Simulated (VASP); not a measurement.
# TiO2 (P4_2/mnm) in VASP: evGW0 quasiparticle levels with PBE

Aim: the evGW0 quasiparticle levels of TiO2 with PBE.

Everything below comes from runs of VASP 6.6.1. Logs are shortened: lines on timing, memory, paths and dates and some standing lists are left out, and cuts for length are marked.

**1. Starting point**

It takes space group P4_2/mnm (No. 136, tetragonal). The conventional cell has a = 4.600 Å, b = 4.600 Å, c = 2.959 Å, α = 90.00°, β = 90.00°, γ = 90.00°. Ti (site symmetry mmm) has 6 O at 1.95 to 1.98 Å as nearest neighbours. O (site symmetry m2m) has 3 Ti at 1.95 to 1.98 Å as nearest neighbours.

The cell is a database's computed one.

**2. EvGW0 quasiparticle levels, PBE**

POSCAR

```
TiO2
1.0
    4.5998373239      0.0000000000      0.0000000000
    0.0000000000      4.5998373239      0.0000000000
    0.0000000000      0.0000000000      2.9592135600
Ti O
2 4
Direct
    0.0000000000      0.0000000000      0.5000000000
    0.5000000000      0.5000000000      0.0000000000
    0.3043213200      0.3043213200      0.5000000000
    0.1956786800      0.8043213200      0.0000000000
    0.8043213200      0.1956786800      0.0000000000
    0.6956786800      0.6956786800      0.5000000000
```

INCAR.step1

```
PREC = Accurate
ENCUT = 500
EDIFF = 1E-8
ISMEAR = 0
SIGMA = 0.01
LREAL = False
LASPH = True
NELM = 80
ALGO = Normal
LWAVE = True
LCHARG = False
GGA = PE
KPAR = 4
```

INCAR.step2

```
PREC = Accurate
ENCUT = 500
EDIFF = 1E-8
ISMEAR = 0
SIGMA = 0.01
LREAL = False
LASPH = True
NELM = 1
ALGO = Exact
LWAVE = True
LCHARG = False
GGA = PE
NBANDS = 285
LOPTICS = True
ISTART = 1
KPAR = 4
```

INCAR.step3

```
PREC = Accurate
ENCUT = 500
EDIFF = 1E-8
ISMEAR = 0
SIGMA = 0.01
LREAL = False
LASPH = True
ALGO = EVGW0
LWAVE = False
LCHARG = False
GGA = PE
NELMGW = 4
NBANDS = 285
ENCUTGW = 150
NOMEGA = 50
PRECFOCK = Fast
ISTART = 1
NBANDSGW = 32
KPAR = 4
```

KPOINTS

```
Automatic mesh
0
Gamma
  2 2 4
```

Potentials or basis: VASP PAW PBE potentials, release 64 (Ti_sv_GW, O_GW).

Launch:

```console
$ cat potpaw_PBE.64/Ti_sv_GW/POTCAR potpaw_PBE.64/O_GW/POTCAR > POTCAR
$ cp INCAR.step1 INCAR
$ mpirun -np 4 vasp_std > vasp.out
$ cp INCAR.step2 INCAR
$ mpirun -np 4 vasp_std > vasp.out
$ cp INCAR.step3 INCAR
$ mpirun -np 4 vasp_std > vasp.out
```

OUTCAR:

```text
PREC = Accurate
   ENCUT = 500
   EDIFF = 1E-8
   ISMEAR = 0
   LREAL = False
   LASPH = True
   GGA = PE
   NELMGW = 4
   ENCUTGW = 150
   PRECFOCK = Fast
   ISTART = 1

 ion  position               nearest neighbor table
   1  0.000  0.000  0.500-   4 1.95   5 1.95   4 1.95   5 1.95   3 1.98   6 1.98
   2  0.500  0.500  0.000-   3 1.95   6 1.95   3 1.95   6 1.95   5 1.98   4 1.98
   3  0.304  0.304  0.500-   2 1.95   2 1.95   1 1.98
   4  0.196  0.804  0.000-   1 1.95   1 1.95   2 1.98
   5  0.804  0.196  0.000-   1 1.95   1 1.95   2 1.98
   6  0.696  0.696  0.500-   2 1.95   2 1.95   1 1.98

  LATTYP: Found a simple tetragonal cell.
 ALAT       =     4.5998373239
 C/A-ratio  =     0.6433300466

  Lattice vectors:

 A1 = (   4.5998373239,   0.0000000000,   0.0000000000)
 A2 = (   0.0000000000,   4.5998373239,   0.0000000000)
 A3 = (   0.0000000000,   0.0000000000,   2.9592135600)

Analysis of symmetry for initial positions (statically):
=====================================================================
 Subroutine PRICEL returns:
 Original cell was already a primitive cell.

 Routine SETGRP: Setting up the symmetry group for a
 simple tetragonal supercell.

 Subroutine GETGRP returns: Found 16 space group operations
 (whereof  8 operations were pure point group operations)
 out of a pool of 16 trial point group operations.

The static configuration has the point symmetry D_2h.
 The point group associated with its full space group is D_4h.

Analysis of symmetry for dynamics (positions and initial velocities):
=====================================================================
 Subroutine PRICEL returns:
 Original cell was already a primitive cell.

 Routine SETGRP: Setting up the symmetry group for a
 simple tetragonal supercell.

 Subroutine GETGRP returns: Found 16 space group operations
 (whereof  8 operations were pure point group operations)
 out of a pool of 16 trial point group operations.

The dynamic configuration has the point symmetry D_2h.
 The point group associated with its full space group is D_4h.

 Subroutine INISYM returns: Found 16 space group operations
 (whereof  8 operations are pure point group operations),
 and found     1 'primitive' translations

----------------------------------------------------------------------------------------

                                     Primitive cell

  volume of cell :      62.6125
[... 49 lines left out ...]

 Found      9 irreducible k-points:

 Following reciprocal coordinates:
            Coordinates               Weight
  0.000000  0.000000  0.000000      1.000000
  0.500000  0.000000  0.000000      2.000000
  0.500000  0.500000  0.000000      1.000000
  0.000000  0.000000  0.250000      2.000000
  0.500000  0.000000  0.250000      4.000000
  0.500000  0.500000  0.250000      2.000000
  0.000000  0.000000  0.500000      1.000000
  0.500000  0.000000  0.500000      2.000000
  0.500000  0.500000  0.500000      1.000000
   k-points           NKPTS =      9   k-points in BZ     NKDIM =     16   number of bands    NBANDS=    285
   number of dos      NEDOS =    301   number of ions     NIONS =      6
   total plane-waves  NPLWV =  31104
   dimension x,y,z NGX =    36 NGY =   36 NGZ =   24
   dimension x,y,z NGXF=    72 NGYF=   72 NGZF=   48
   ions per type =               2   4
   NGX,Y,Z   is equivalent  to a cutoff of  13.01, 13.01, 13.48 a.u.
   NGXF,Y,Z  is equivalent  to a cutoff of  26.02, 26.02, 26.97 a.u.
 SYSTEM =  unknown system
   PREC   = accura    normal or accurate (medium, high low for compatibility)
   ISTART =      1    job   : 0-new  1-cont  2-samecut
   ICHARG =      0    charge: 1-file 2-atom 10-const
   ISPIN  =      1    spin polarized calculation?
   LNONCOLLINEAR =      F non collinear calculations
   LSORBIT =      F    spin-orbit coupling
   LASPH  =      T    aspherical Exc in radial PAW
   ENCUT  =  500.0 eV  36.75 Ry    6.06 a.u.   8.39  8.39  5.40*2*pi/ulx,y,z
   NELM   =     60;   NELMIN=  2; NELMDL=  0     # of ELM steps
   EDIFF  = 0.1E-07   stopping-criterion for ELM
   LREAL  =      F    real-space projection
   EDIFFG = 0.1E-06   stopping-criterion for IOM
   NSW    =      0    number of steps for IOM
   IBRION =     -1    ionic relax: 0-MD 1-quasi-New 2-CG
   NFREE  =      0    steps in history (QN), initial steepest desc. (CG)
   ISIF   =      0    stress and relaxation
   ISYM   =      3    0-nonsym 1-usesym 2-fastsym
   POTIM  = 0.5000    time-step for ionic-motion
   TEBEG  =    0.0;   TEEND  =   0.0 temperature during run
   PSTRESS=    0.0 pullay stress
   NELECT =      48.0000    total number of electrons
   NUPDOWN=      -1.0000    fix difference up-down
   EMIN   =  10.00;   EMAX   =-10.00  energy-range for DOS
   EFERMI =   0.00;   METHOD = LEGACY
   ISMEAR =     0;   SIGMA  =   0.01  broadening in eV -4-tet -1-fermi 0-gaus
   EFERMI_NEDOS =   21; number of points for ismear=-14 and -15
   IALGO  =     38    algorithm
   IMIX   =      4    mixing-type and parameters
     AMIX     =   0.40;   BMIX     =  1.00
     AMIX_MAG =   1.60;   BMIX_MAG =  1.00
  volume/ion in A,a.u.               =      10.44        70.42
  Fermi-wavevector in a.u.,A,eV,Ry     =   1.498309  2.831394 30.544140  2.244931
  Thomas-Fermi vector in A             =   2.610085
   LORBIT       =      0    0 simple, 1 ext, 2 COOP (PROOUT), +10 PAW based schemes
   GGA     = PE    functional components
   LHFCALC =     T    Hartree Fock is set to
   PRECFOCK=fast      Normal, Fast or Accurate (Low or Medium for compatibility)
   ENCUT4O =  -1.0   cutoff for four orbital integrals eV
   NKREDX  =     1    reduce k-point grid by
   NKREDY  =     1    reduce k-point grid by
   NKREDZ  =     1    reduce k-point grid by
   AEXX    =    1.0000 exact exchange contribution
   HFSCREEN=    0.0000 screening length (either q_TF or 0.3 A-1)
   HFSCREENC=   0.0000 screening length for correlation (either q_TF or 0.3 A-1)
   ENCUTFOCK=  -1.0 apply spherical cutoff to Coloumb kernel
   IVDW    =     0    specifies the selected vdW correction
   LEPSILON=     F    determine dielectric tensor
   LRPA    =     F    only Hartree local field effects (RPA)
   LRPAFORCE           =     F    calculate RPA forces
   ENCUTGW             = 150.0    cutoff for response function in eV
   ENCUTGWSOFT         = 120.0    soft cutoff for Coulomb kernel in GW response function in eV
   ENCUTLF             =  -1.0    cutoff for local field effects
   NELMGW              =     4    number of iterations in solving QP/BSE equation
   NELMHF              =     1    number of iterations in the inner HF iteration
   NKREDLFX            =     1    NKREDLFY  =   1   NKREDLFZ  =   1
 non-spin polarized calculation
 Gauss-broadening in eV      SIGMA  =   0.01
  energy-cutoff  :      500.00
  volume of cell :       62.61
 maximum number of plane-waves:      1616
 NGX is ok and might be reduce to    36
  NGX = 18; NGY = 18; NGZ = 12
   NGX = 17   NGY = 17   NGZ = 11
 maximum number of plane-waves:       270

 QP shifts <psi_nk| G(iteration)W_0 |psi_nk>: iteration 1
 for sc-GW calculations column KS-energies equals QP-energies in previous step
 and V_xc(KS)=  KS-energies - (<T + V_ion + V_H > + <T+V_H+V_ion>^1  + <V_x>^1)

 k-point   1 :       0.0000    0.0000    0.0000
  band No.  KS-energies  QP-energies   sigma(KS)   V_xc(KS)     V^pw_x(r,r')   Z            occupation Imag(sigma)

      1     -52.1141     -53.1151     -26.6450     -24.9381     -41.6791       0.5864       2.0000       1.8391
      2     -52.0971     -53.0847     -26.6280     -24.9560     -41.6851       0.5907       2.0000       1.8386
      3     -28.4269     -29.2135     -25.1967     -23.9655     -34.5819       0.6389       2.0000       1.1643
      4     -28.4269     -29.2135     -25.1967     -23.9655     -34.5819       0.6389       2.0000       1.1643
      5     -28.2649     -29.0673     -25.3930     -24.1542     -34.6191       0.6477       2.0000       1.0704
      6     -28.2649     -29.0673     -25.3930     -24.1542     -34.6191       0.6477       2.0000       1.0704
[... 1290 lines left out ...]
     31      12.5197      12.5320     -20.6413      33.1786     -13.8414       0.6946       0.0000      -0.7011
     32      12.5197      12.5320     -20.6413      33.1786     -13.8414       0.6946       0.0000      -0.7011
```

OUTCAR.step1:

```text
PREC = Accurate
   ENCUT = 500
   EDIFF = 1E-8
   ISMEAR = 0
   LREAL = False
[... 501 lines left out ...]
      1.39983      1.39983      1.47961         0.012224      0.012224      0.000000
      0.90009      3.69975      0.00000        -0.012224      0.012224     -0.000000
      3.69975      0.90009      0.00000         0.012224     -0.012224     -0.000000
      3.20001      3.20001      1.47961        -0.012224     -0.012224     -0.000000
 -----------------------------------------------------------------------------------
    total drift:                                0.000000      0.000000      0.000000

  FREE ENERGIE OF THE ION-ELECTRON SYSTEM (eV)
  ---------------------------------------------------
  free  energy   TOTEN  =       -58.2271855555 eV

  energy  without entropy=      -58.2271855555  energy(sigma->0) =      -58.22718556
```

Wall time 7.8 min (4 MPI ranks of Intel Xeon Platinum 8375C at 2.90GHz (Ice Lake), shared host); peak memory 0.74 GiB.

What came out:

```
Band gap on the k mesh, mean-field level : 1.83 eV, direct
Quasiparticle gap                        : 3.81 eV
Least direct quasiparticle gap           : 3.88 eV
```

Levels at points of the mesh, in eV from the valence-band top:
```
           k point  band 21  band 22  band 23  band 24  band 25  band 26  band 27  band 28
(0.00, 0.00, 0.00)    -0.71    -0.46    -0.46     0.00     1.83     2.12     2.38     2.45
(0.50, 0.00, 0.00)    -1.65    -1.65    -0.75    -0.75     2.49     2.58     2.98     3.10
(0.50, 0.50, 0.00)    -1.32    -1.32    -1.08    -1.08     1.86     1.86     2.48     2.53
(0.00, 0.00, 0.50)    -2.37    -2.37    -1.43    -1.43     2.93     2.97     3.15     3.20
(0.50, 0.00, 0.50)    -2.04    -2.04    -1.04    -1.04     1.87     1.87     3.16     3.20
(0.50, 0.50, 0.50)    -1.29    -1.29    -0.68    -0.68     2.56     2.59     3.17     3.18
```

Quasiparticle gap after each update of the energies (eV): 3.34, 3.70, 3.79, 3.81

Caveat: the k mesh is coarse (spacing up to 0.68 Å⁻¹), so the values aren't converged; bands, screening cutoff and mesh are small and nothing is extrapolated, so the quasiparticle values aren't converged.
